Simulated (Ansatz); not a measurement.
The cell is RbBr (zincblende); cell and atoms were relaxed with r2SCAN. Space group F-43m (No. 216), cubic; a = 7.739 Å in the conventional setting, 57.94 Å³ an atom. Rb is surrounded by 4 Br at 3.35 Å; Br is surrounded by 4 Rb at 3.35 Å.

```yaml
crystal:
  lattice:
    - [0.00000, 3.86950, 3.86950]
    - [3.86950, 0.00000, 3.86950]
    - [3.86950, 3.86950, 0.00000]
  atoms:
    - { symbol: Rb, position: [0.00000, 0.00000, 0.00000] }
    - { symbol: Br, position: [0.25000, 0.25000, 0.25000] }
```

4 runs of Ansatz 0.2.0 on this cell differ in the functional (and in the settings that go with it). Levels are in eV from each run's valence top; v1 is the last filled band, c1 the first empty one.

Run A, mean stress 0.0 GPa (compression positive):

| point | v5 | v3 | v1 | c1 | c2 | c3 |
| --- | --- | --- | --- | --- | --- | --- |
| Γ | -9.75 | -0.09 | -0.09 | 7.75 | 12.31 | 12.31 |
| X | -9.78 | -0.41 | 0.00 | 9.58 | 10.50 | 12.59 |
| U | -9.78 | -0.31 | -0.01 | 9.74 | 10.54 | 12.09 |
| L | -9.76 | -0.31 | -0.04 | 10.08 | 10.18 | 11.78 |

Run B, mean stress 0.0 GPa (compression positive):

| point | v5 | v3 | v1 | c1 | c2 | c3 |
| --- | --- | --- | --- | --- | --- | --- |
| Γ | -8.94 | -0.09 | -0.09 | 4.65 | 8.89 | 8.89 |
| X | -8.97 | -0.37 | 0.00 | 6.40 | 7.29 | 9.37 |
| U | -8.96 | -0.28 | -0.01 | 6.54 | 7.34 | 8.87 |
| L | -8.95 | -0.28 | -0.04 | 6.94 | 6.96 | 8.47 |

Run C, mean stress 0.0 GPa (compression positive):

| point | v5 | v3 | v1 | c1 | c2 | c3 |
| --- | --- | --- | --- | --- | --- | --- |
| Γ | -9.12 | -0.09 | -0.09 | 5.27 | 9.61 | 9.61 |
| X | -9.15 | -0.38 | 0.00 | 7.03 | 7.94 | 10.05 |
| U | -9.15 | -0.29 | -0.01 | 7.18 | 7.98 | 9.54 |
| L | -9.13 | -0.29 | -0.04 | 7.58 | 7.61 | 9.16 |

Run D, mean stress +0.2 GPa (compression positive):

| point | v5 | v3 | v1 | c1 | c2 | c3 |
| --- | --- | --- | --- | --- | --- | --- |
| Γ | -8.70 | -0.09 | -0.09 | 4.07 | 8.16 | 8.16 |
| X | -8.73 | -0.39 | 0.00 | 5.92 | 6.73 | 8.42 |
| U | -8.72 | -0.30 | -0.01 | 6.06 | 6.78 | 8.03 |
| L | -8.71 | -0.30 | -0.04 | 6.27 | 6.48 | 7.81 |

**Question.** Match the runs to PBE, r2SCAN, r2SCANh, DDH-PBE0.

**Answer.** A is DDH-PBE0, B is r2SCAN, C is r2SCANh, D is PBE. In order of the gap: PBE 4.07, r2SCAN 4.65, r2SCANh 5.27, DDH-PBE0 7.75 eV.

Values at 0 K without nuclear motion; spin polarisation is off, and the phase may be a hypothetical one.

The runs are scalar-relativistic, without spin-orbit coupling.

The stress of a hybrid is loosely converged in these runs.

The meshes of the hybrids are coarse, so their gaps aren't converged to the digits shown.
